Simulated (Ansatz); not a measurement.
MgTe (P6_3mc) from a database structure, relaxed with r2SCAN: it is hexagonal, P6_3mc (No. 186); conventional cell a = 4.578 Å, c = 7.455 Å, 33.82 Å³ an atom. Mg is surrounded by 4 Te at 2.80 Å; Te is surrounded by 4 Mg at 2.80 Å. One-shot G0W0@PBE in Ansatz 0.2.0 on a 6×6×2 mesh (contour deformation, no spin-orbit coupling), from a PBE gap of 2.461 eV over the mesh points (the G0W0 gap is direct on the mesh); the number N of bands summed and the screening cutoff rise together. Spin-unpolarised throughout; all numbers are computed.

```
   N  cutoff (eV)  1000/N  G0W0 gap (eV)
 429          120   2.331          3.666
1028          220   0.973          3.703
```

Question: Lay a straight line in 1000/N through these rows.

Answer: The slope is -0.0272 eV per unit of 1000/N and the intercept 3.730 eV.

Question: Predict the gap at N = 1867 (300 eV).

Answer: 3.730 + (-0.0272) × 0.536 = 3.715 eV; the run gives 3.716 eV, +0.001 eV from the line.

Question: With that run's result added, what limit do the last two rows suggest?

Answer: Their slope is (3.716 − 3.703)/(0.536 − 0.973) = -0.0297, which meets 1/N = 0 at 3.73 eV, against 3.730 eV from the first line. The two lines nearly agree; the k mesh isn't extrapolated.

No spin-orbit coupling is included; it can move band edges with weight on the heavy atoms by tenths of an eV.
